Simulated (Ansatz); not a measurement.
Crystal: Ga.

```
Ga
1.0
     1.38300   -4.02650    0.00000
     1.38300    4.02650    0.00000
    -0.11745    0.00000    3.32993
Ga
2
Direct
  0.13100 0.86900 0.75000
  0.86900 0.13100 0.25000
```

This isn't the form of Ga at room conditions, which is orthorhombic.

| Quantity | Value |
| --- | --- |
| Program | Ansatz 0.2.0 |
| Task | relaxation of cell and atoms |
| Functional | r2SCAN |
| Potentials or basis | Ansatz PAW |
| Cutoff | 500 eV (not typed: the program's choice for these potentials) |
| k mesh | 10 × 10 × 8 |
| Occupations | fermi-dirac, width 0.05 eV |
| Spin | no spin polarisation |

At the start: volume 18.54 Å³/atom.

**Question.** How do energy, volume and symmetry change on relaxing?

**Answer.** It ends after 8 steps and the volume is 18.12 Å³/atom (-2.3 %); space group Cmcm (No. 63, to 0.05 Å).

Step by step:
```
step  energy change (eV)  largest force (eV/Å)  volume (Å³)
   1              0.0000                0.2167        37.09
   2             -0.0147                0.0323        35.82
   3             -0.0172                0.0007        36.07
   4             -0.0189                0.0050        36.23
   5             -0.0191                0.0020        36.24
   6             -0.0192                0.0010        36.23
   7             -0.0192                0.0001        36.24
   8             -0.0190                0.0001        36.24
```

Final structure:
```
Ga
1.0
     1.41637   -3.99568    0.02500
     1.41637    3.99568    0.02500
    -0.06009    0.00000    3.20040
Ga
2
Cartesian
  1.3713 2.9097 2.4253
  1.4013 -2.9097 0.8251
```

Caveat: the plane-wave basis is chosen anew once the cell has moved, so the energies of steps on either side of that aren't comparable; the PAW data sets come from PBE, with cores solved anew for the run's functional, which leaves a small shift of forces and pressure.
